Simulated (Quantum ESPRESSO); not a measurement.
# SnO in Quantum ESPRESSO: the effect of functional

The system is SnO.

```
Sn O
1.0
     3.81370    0.00000    0.00000
     0.00000    3.81370    0.00000
     0.00000    0.00000    4.88691
Sn O
2 2
Direct
  0.50000 0.00000 0.76463
  0.00000 0.50000 0.23537
  0.00000 0.00000 0.00000
  0.50000 0.50000 0.00000
```

The cell is a database's computed one.

Alike in all runs:

| Quantity | Value |
| --- | --- |
| Program | Quantum ESPRESSO 7.5 |
| Task | dielectric tensor |
| Cutoff | 1143 eV |
| Density cutoff | 4572 eV |
| k mesh | 6 × 6 × 4, shifted |
| Occupations | fermi-dirac, width 0.05 eV |
| Spin | no spin polarisation |

```tsv
functional	potentials or basis	pressure (GPa)	largest force (eV/Å)	dielectric constant (mean)
LDA	PseudoDojo 0.4.1 SR LDA standard	-3.1	0.19	7.69
PBE	PseudoDojo 0.4.1 SR PBE standard	4.1	0.45	7.77
PBEsol	PseudoDojo 0.4.1 SR PBEsol standard	0.0	0.16	7.92
WC	PseudoDojo 0.4.1 SR PBE standard	?	?	?
BLYP	PseudoDojo 0.4.1 SR PBE standard	8.9	0.66	7.18
```

Problem. What does the run with functional WC give?

Solution. Pressure 0.4 GPa; largest force 0.23 eV/Å; dielectric constant 7.92 mean.

Caveats: the cell is more than 3 GPa from zero pressure, which shifts response properties (some runs); the potentials were made for another functional, which shifts forces and pressure (some runs).
